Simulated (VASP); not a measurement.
## A VASP 6.6.1 single-point calculation on BaS

INCAR

```
LASPH = .TRUE.
SIGMA = 0.02
ALGO = Conjugate
IBRION = -1
LREAL = .FALSE.
ISMEAR = -1
PREC = Accurate
LWAVE = .FALSE.
NELM = 120
NSW = 0
ISIF = 2
ISYM = 1
LCHARG = .FALSE.
EDIFF = 1E-7
ENCUT = 520
GGA = PE
NBANDS = 15
```

KPOINTS

```
KPOINTS created by Atomic Simulation Environment
0
Gamma
8 8 8
0 0 0
```

POSCAR

```
Ba S
 1.0000000000000000
    -0.0107059862000000    3.2010898869000002    3.2010898869000002
     3.2010898869000002   -0.0107059862000000    3.2010898869000002
     3.2010898869000002    3.2010898869000002   -0.0107059862000000
 Ba  S
   1   1
Cartesian
  0.0000000000000000  0.0000000000000000  0.0000000000000000
  3.1957368938000008  3.1957368938000008  3.1957368938000013
```

The recommended PBE PAW datasets give the neutral cell 16 valence electrons.

Command

```
mpirun -np 1 vasp_std
```

OSZICAR

```
N       E                     dE             d eps       ncg     rms           ort
DAV:   1     0.835786638956E+02    0.83579E+02   -0.79661E+03   975   0.983E+02
DAV:   2    -0.574938861155E+01   -0.89328E+02   -0.80821E+02   975   0.169E+02
DAV:   3    -0.105829720791E+02   -0.48336E+01   -0.47987E+01   975   0.412E+01
DAV:   4    -0.106734218640E+02   -0.90450E-01   -0.90420E-01   975   0.577E+00
DAV:   5    -0.106754934628E+02   -0.20716E-02   -0.20715E-02   975   0.730E-01
SDA:   6    -0.937194253403E+01    0.13036E+01   -0.20715E-02   975   0.308E+01   0.000E+00
CGA:   7    -0.101217738502E+02   -0.74983E+00   -0.75383E+00   975   0.145E+00  -0.563E-01
CGA:   8    -0.101756927191E+02   -0.53919E-01   -0.53983E-01   975   0.390E-01  -0.444E-03
CGA:   9    -0.101885209436E+02   -0.12828E-01   -0.12864E-01   975   0.490E-02  -0.307E-03
CGA:  10    -0.101900483314E+02   -0.15274E-02   -0.15278E-02   975   0.726E-03  -0.524E-05
CGA:  11    -0.101902671122E+02   -0.21878E-03   -0.21816E-03   975   0.924E-04   0.104E-04
CGA:  12    -0.101903060347E+02   -0.38923E-04   -0.39476E-04   975   0.261E-04  -0.318E-05
CGA:  13    -0.101903172253E+02   -0.11191E-04   -0.11223E-04   975   0.859E-05  -0.179E-06
CGA:  14    -0.101903205306E+02   -0.33053E-05   -0.32340E-05   975   0.161E-05   0.739E-06
CGA:  15    -0.101903213388E+02   -0.80817E-06   -0.84942E-06   975   0.512E-06  -0.213E-06
SDA:  16    -0.101903215329E+02   -0.19408E-06   -0.32312E-06   975   0.517E-06  -0.310E-06
CGA:  17    -0.101903216708E+02   -0.13788E-06   -0.14499E-06   975   0.629E-07   0.981E-07
SDA:  18    -0.101903216941E+02   -0.23387E-07   -0.24079E-07   975   0.241E-07   0.291E-07
   1 F= -.10190322E+02 E0= -.10190322E+02  d E =-.109869E-10
```

Standard output (part)

```
POSCAR found type information on POSCAR BaS
 POSCAR found :  2 types and       2 ions
 LDA part: xc-table for (Slater+PW92), standard interpolation
 POSCAR, INCAR and KPOINTS ok, starting setup
 WAVECAR not read
 entering main loop
 gam= 0.000 g(H,U,f)=  0.185E+01 0.123E+01 0.484E-11 ort(H,U,f) = 0.000E+00 0.000E+00 0.000E+00
 gam= 0.000 trial= 0.400  step=  0.4900 mean=  0.4000
 gam= 0.047 g(H,U,f)=  0.108E+00 0.374E-01 0.436E-11 ort(H,U,f) =-0.288E+00 0.232E+00 0.207E-10
 gam= 0.047 trial= 0.409  step=  0.7560 mean=  0.4090
 gam= 0.268 g(H,U,f)=  0.330E-01 0.607E-02 0.231E-14 ort(H,U,f) =-0.200E-01 0.195E-01 0.734E-14
 gam= 0.268 trial= 0.444  step=  0.6614 mean=  0.4437
 gam= 0.125 g(H,U,f)=  0.469E-02 0.200E-03 0.150E-16 ort(H,U,f) =-0.227E-02 0.196E-02 0.222E-15
 gam= 0.125 trial= 0.465  step=  0.6292 mean=  0.4655
 gam= 0.148 g(H,U,f)=  0.709E-03 0.170E-04 0.124E-16 ort(H,U,f) = 0.200E-04-0.253E-04-0.560E-16
 gam= 0.148 trial= 0.482  step=  0.6017 mean=  0.4818
 gam= 0.127 g(H,U,f)=  0.880E-04 0.443E-05 0.451E-17 ort(H,U,f) = 0.588E-05 0.453E-05 0.218E-17
 gam= 0.127 trial= 0.494  step=  0.8419 mean=  0.4938
 gam= 0.282 g(H,U,f)=  0.251E-04 0.103E-05 0.776E-18 ort(H,U,f) =-0.565E-05 0.247E-05 0.189E-17
 gam= 0.282 trial= 0.529  step=  0.8912 mean=  0.5286
 gam= 0.329 g(H,U,f)=  0.840E-05 0.197E-06 0.135E-18 ort(H,U,f) =-0.773E-06 0.594E-06 0.520E-18
 gam= 0.329 trial= 0.565  step=  0.7579 mean=  0.5649
...
```

From OUTCAR

```
k-points           NKPTS =     65   k-points in BZ     NKDIM =     65   number of bands    NBANDS=     15

   NELECT =      16.0000    total number of electrons

   dimension x,y,z NGX =    36 NGY =   36 NGZ =   36
   dimension x,y,z NGXF=    72 NGYF=   72 NGZF=   72

  energy-cutoff  :      520.00
  volume of cell :       65.93
      direct lattice vectors                 reciprocal lattice vectors
    -0.010705986  3.201089887  3.201089887    -0.155415381  0.155936909  0.155936909
     3.201089887 -0.010705986  3.201089887     0.155936909 -0.155415381  0.155936909
     3.201089887  3.201089887 -0.010705986     0.155936909  0.155936909 -0.155415381

 k-points in reciprocal lattice and weights: KPOINTS created by Atomic Simulation Env
   0.00000000  0.00000000  0.00000000       0.002
   0.12500000 -0.00000000 -0.00000000       0.012
   0.25000000 -0.00000000 -0.00000000       0.012
   0.37500000 -0.00000000 -0.00000000       0.012
   0.50000000 -0.00000000 -0.00000000       0.006
   0.12500000  0.12500000  0.00000000       0.012
   0.25000000  0.12500000 -0.00000000       0.023
   0.37500000  0.12500000  0.00000000       0.023
   ...

 E-fermi :   1.7936

 k-point     1 :       0.0000    0.0000    0.0000
  band No.  band energies     occupation
      1     -24.7198      2.00000
      2      -9.7771      2.00000
      3      -9.7771      2.00000
      4      -9.7761      2.00000
      5      -8.9498      2.00000
      6       1.3886      2.00000
      7       1.3886      2.00000
      8       1.4002      2.00000
      9       4.9332      0.00000
     10       5.2456      0.00000
     11       5.2456      0.00000
     12       5.2876      0.00000
     13       6.1729      0.00000
     14       6.1729      0.00000
     15      10.1069      0.00000

 k-point     2 :       0.1250   -0.0000   -0.0000
  band No.  band energies     occupation
      1     -24.7138      2.00000
      2     -10.0577      2.00000
      3      -9.7823      2.00000
      4      -9.7819      2.00000
      5      -8.6553      2.00000
      6       0.9862      2.00000
      7       1.1831      2.00000
      8       1.1954      2.00000
      9       5.2440      0.00000
     10       5.4755      0.00000
     11       5.5070      0.00000
     12       5.5442      0.00000
     13       6.6176      0.00000
     14       6.6178      0.00000
     15      10.7171      0.00000

 k-point     3 :       0.2500   -0.0000   -0.0000
  band No.  band energies     occupation
      1     -24.6990      2.00000
      2     -10.4679      2.00000
      3      -9.7955      2.00000
      4      -9.7949      2.00000
      5      -8.2101      2.00000
      6       0.2575      2.00000
      7       0.7753      2.00000
      8       0.7912      2.00000
      9       5.4840      0.00000
     10       6.1157      0.00000
     11       6.1528      0.00000
     12       6.7040      0.00000
     13       7.7337      0.00000
     14       7.7352      0.00000
     15      11.9109      0.00000

 ...

  Total        0.3604616      0.3604616      0.3604616      0.0253247      0.0253247      0.0253247
  in kB        8.7593668      8.7593668      8.7593668      0.6154004      0.6154004      0.6154004
  external PRESSURE =       8.7593668 kB  Pullay stress =       0.0000000 kB

 POSITION                                       TOTAL-FORCE (eV/Angst)
 -----------------------------------------------------------------------------------
      0.00000      0.00000      0.00000        -0.000000      0.000000     -0.000000
      3.19574      3.19574      3.19574         0.000000     -0.000000      0.000000
 -----------------------------------------------------------------------------------
    total drift:                                0.000000      0.000000      0.000000

  FREE ENERGIE OF THE ION-ELECTRON SYSTEM (eV)
  ---------------------------------------------------
  free  energy   TOTEN  =       -10.1903216941 eV

  energy  without entropy=      -10.1903216941  energy(sigma->0) =      -10.19032169
```

It converged. Results: gap between bands v and c on the k mesh 2.12 eV; least direct gap on the k mesh 2.27 eV; pressure 0.9 GPa. Band v is the last that the valence electrons fill when counted band by band, and c is the next.

For comparison, a separate PBE run of the intended cell, on usual settings and not on those above, gives a gap of 2.12 eV on its mesh and a pressure of 0.9 GPa.

The run above took about 69 s on one core of a shared host (Intel Xeon Platinum 8488C) and held 0.3 GiB at most.
